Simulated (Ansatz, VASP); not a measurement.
## Au: VASP beside Ansatz

```xyz
1
Lattice="-1.5824 1.5824 1.5824 1.5824 -1.5824 1.5824 1.5824 1.5824 -1.5824" Properties=species:S:1:pos:R:3 pbc="T T T"
Au    0.0000    0.0000    0.0000
```

Alike in both runs: functional LDA; k mesh 12 × 12 × 12; occupations methfessel-paxton of order 1, width 0.05 eV; no spin polarisation.

Ansatz relaxed the structure, and its values are those at the end. VASP's run is a single point on that final structure, the one shown.

```csv
,VASP,Ansatz
version,VASP 6.6.1,Ansatz 0.2.0
potentials or method,"VASP PAW LDA potentials, release 64 (Au)","plane waves, PAW"
plane-wave cutoff (eV),520,420
valence electrons in the cell,11,19
```

```tsv
	VASP	Ansatz	Ansatz less VASP
pressure (GPa)	10.5	10.0	-0.57
```

The two sets of potentials don't hold the same shells in valence.

Spin-orbit coupling is left out, which matters for the levels of Au.
